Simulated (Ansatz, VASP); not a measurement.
**Te: VASP beside Ansatz**

```
Te
1.0
     2.30590    1.33131    1.69095
    -2.30590    1.33131    1.69095
     0.00000   -2.66263    1.69095
Te
1
Direct
  0.50000 0.50000 0.50000
```

This isn't the form of Te at room conditions, which is trigonal, of chains.

Alike in both runs: task band structure; functional r2SCAN; k mesh 9 × 9 × 9; occupations fermi-dirac, width 0.05 eV; no spin polarisation.

|  | VASP | Ansatz |
| --- | --- | --- |
| version | VASP 6.6.1 | Ansatz 0.2.0 |
| potentials or method | VASP PAW PBE potentials, release 64 (Te) | Ansatz PAW |
| plane-wave cutoff (eV) | 520 | 500 |
| valence electrons in the cell | 6 | 16 |

```tsv
	VASP	Ansatz	Ansatz less VASP
gap on the k mesh at the Fermi level (eV)	none	none	-
pressure (GPa)	2.1	2.1	+0.02
```

A gap of «none» marks a metal or a gap that the smearing closes. With one functional, cell and mesh, what is left measures potentials, basis and numerics. The two sets of potentials don't hold the same shells in valence.

Caveats: spin-orbit coupling is left out, which moves the levels of the heavy elements; the PAW data sets were made with another functional, which shifts forces and pressure a little (VASP); the PAW data sets come from PBE, with cores solved anew for the run's functional, which leaves a small shift of forces and pressure (Ansatz).
